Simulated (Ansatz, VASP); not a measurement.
Pt: VASP beside Ansatz

```
Pt
1.0
     2.14129   -3.62908    0.00000
     2.14129    3.62908    0.00000
     0.00000    0.00000    4.28827
Pt
4
Direct
  0.15250 0.84750 0.07850
  0.65250 0.34750 0.42150
  0.84750 0.15250 0.92150
  0.34750 0.65250 0.57850
```

Alike in both runs: task single point; functional PBE; k mesh 6 × 6 × 4; occupations gaussian, width 0.1 eV; no spin polarisation.

|  | VASP | Ansatz |
| --- | --- | --- |
| version | VASP 6.6.1 | Ansatz 0.2.0 |
| potentials or method | VASP PAW PBE potentials, release 64 (Pt) | scalar-relativistic, plane waves, PAW |
| plane-wave cutoff (eV) | 520 | 420 |
| valence electrons in the cell | 40 | 72 |

Ansatz gave:

| Quantity | Value |
| --- | --- |
| gap on the k mesh at the Fermi level (eV) | none |
| rms of the force components (eV/Å) | 1.320 |

Problem. What did VASP give for the same quantities?

Solution. gap on the k mesh at the Fermi level (eV): none; rms of the force components (eV/Å): 1.284.

Atom by atom the forces differ by 0.036 eV/Å (rms over components). A gap of «none» marks a metal or a gap that the smearing closes. With one functional, cell and mesh, what is left measures potentials, basis and numerics. The two sets of potentials don't hold the same shells in valence.

Caveats: the k mesh is coarse (spacing up to 0.37 Å⁻¹), so the values aren't converged; forces of over 1 eV/Å show positions far from the minimum, so gaps and moduli don't describe the material at rest. The runs have no spin-orbit coupling, so splittings on Pt are missing.
